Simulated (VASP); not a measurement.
Crystal: Sb.

```xyz
2
Lattice="2.1542 1.2437 3.7580 -2.1542 1.2437 3.7580 0.0000 -2.4875 3.7580" Properties=species:S:1:pos:R:3 pbc="T T T"
Sb    0.0000    0.0000    2.6324
Sb    0.0000    0.0000    8.6416
```

* Program: VASP 6.6.1
* Task: relaxation of cell and atoms
* Functional: PBE
* Dispersion: D3(BJ)
* Potentials or basis: VASP PAW PBE potentials, release 64 (Sb)
* Cutoff: 520 eV
* k mesh: 9 × 9 × 9
* Occupations: gaussian, width 1 eV
* Spin: no spin polarisation

At the start: pressure 0.5 GPa; volume 30.21 Å³/atom.

Q: Where does the relaxation end?

A: Over 23 steps the energy falls by 30.9 meV/atom and the volume is 29.05 Å³/atom (-3.8 %); space group Pm-3m (No. 221, to 0.05 Å).

The path:
| step | energy change (eV) | largest force (eV/Å) | pressure (GPa) | volume (Å³) |
| --- | --- | --- | --- | --- |
| 1 | 0.0000 | 0.4830 | 0.48 | 60.41 |
| 2 | -0.0163 | 0.2556 | -0.86 | 61.21 |
| 3 | -0.0184 | 0.1550 | -1.51 | 61.66 |
| 4 | -0.0306 | 0.1369 | -1.14 | 60.80 |
| 5 | -0.0508 | 0.1088 | 0.38 | 58.26 |
| 6 | -0.0514 | 0.1039 | 0.86 | 57.66 |
| 7 | -0.0569 | 0.0523 | 0.50 | 57.76 |
| 8 | -0.0606 | 0.0099 | 0.21 | 57.89 |
| 9 | -0.0568 | 0.0942 | 0.24 | 58.14 |
| 10 | -0.0612 | 0.0051 | 0.15 | 57.95 |
| 11 | -0.0613 | 0.0117 | 0.13 | 57.97 |
| 12 | -0.0614 | 0.0059 | -0.12 | 58.21 |
| 13 | -0.0614 | 0.0069 | -0.07 | 58.17 |
| 14 | -0.0616 | 0.0046 | -0.05 | 58.14 |
| 15 | -0.0618 | 0.0007 | 0.01 | 58.09 |
| 16 | -0.0618 | 0.0028 | 0.03 | 58.07 |
| 17 | -0.0618 | 0.0031 | -0.05 | 58.15 |
| 18 | -0.0618 | 0.0029 | 0.00 | 58.09 |
| 19 | -0.0618 | 0.0029 | -0.01 | 58.10 |
| 20 | -0.0618 | 0.0027 | 0.00 | 58.10 |
| 21 | -0.0618 | 0.0021 | 0.01 | 58.09 |
| 22 | -0.0618 | 0.0016 | -0.02 | 58.11 |
| 23 | -0.0618 | 0.0020 | 0.00 | 58.10 |

Final structure:
```yaml
crystal:
  lattice:
    - [2.17398, 1.25515, 3.54852]
    - [-2.17398, 1.25515, 3.54852]
    - [0.00000, -2.51030, 3.54852]
  atoms:
    - { symbol: Sb, position: [0.24984, 0.24984, 0.24984] }
    - { symbol: Sb, position: [0.75016, 0.75016, 0.75016] }
```

Caveat: pairwise dispersion overbinds metals, which lowers pressure and volume.
